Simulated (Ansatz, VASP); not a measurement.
Two plane-wave programs on SrO

File INCAR:

```
SYSTEM = SrO
PREC     = Accurate       ! precision mode
ENCUT    = 520            ! plane-wave cutoff, eV
EDIFF    = 1E-7           ! SCF threshold, eV
ISMEAR   = 0              ! smearing method
SIGMA    = 0.05           ! smearing width, eV
LREAL    = .False.        ! projectors in reciprocal space
LASPH    = .True.         ! aspherical terms in the spheres
NELM     = 100            ! most SCF steps
ALGO     = Normal         ! electronic algorithm
ISIF     = 2              ! what is computed and relaxed
LWAVE    = .False.        ! write WAVECAR
LCHARG   = .False.        ! write CHGCAR
NBANDS   = 15             ! bands
```

The input KPOINTS:

```
regular mesh
0
Gamma
  8 8 8
  0 0 0
```

Contents of POSCAR:

```
SrO
1.0
    0.0000000000      2.5698000000      2.5698000000
    2.5698000000      0.0000000000      2.5698000000
    2.5698000000      2.5698000000      0.0000000000
Sr O
1 1
Direct
   -0.0024320959     -0.0024320959      0.0024320959
    0.5000000000      0.5000000000      0.5000000000
```

Input for Ansatz:

```yaml
crystal:
  lattice:
    - [0.0, 2.5698, 2.5698]
    - [2.5698, 0.0, 2.5698]
    - [2.5698, 2.5698, 0.0]
  atoms:
    - { symbol: Sr, position: [-0.0024320959, -0.0024320959, 0.0024320959] }
    - { symbol: O, position: [0.5, 0.5, 0.5] }
basis:
  ecutwfc: 420
kpoints:
  mp_grid: { grid: [8, 8, 8] }
hamiltonian:
  xc: lda
scf:
  occupations: { method: gaussian, width: 0.05 }
output:
  forces: true
  stress: true
  eigenvalues: true
```

Change from the starting cell: all Sr atoms moved +0.013 Å, as atom 1 towards its neighbour atom 2 (O) at 2.570 Å.

Alike in both runs: task single point; functional LDA; k mesh 8 × 8 × 8; occupations gaussian, width 0.05 eV; no spin polarisation.

```csv
,VASP,Ansatz
version,VASP 6.6.1,Ansatz 0.2.0
potentials or method,"VASP PAW LDA potentials, release 64 (Sr_sv, O)","scalar-relativistic, plane waves, PAW"
plane-wave cutoff (eV),520,420
valence electrons in the cell,16,16
```

|  | VASP | Ansatz | Ansatz less VASP |
| --- | --- | --- | --- |
| gap on the k mesh at the Fermi level (eV) | 3.10 | 3.16 | +0.058 |
| least direct gap on the mesh (eV) | 3.18 | 3.23 | +0.049 |
| pressure (GPa) | -3.5 | -4.2 | -0.69 |
| rms of the force components (eV/Å) | 0.014 | 0.013 | -0.0012 |

Atom by atom the forces differ by 0.001 eV/Å (rms over components).

A k mesh can miss the band edges.
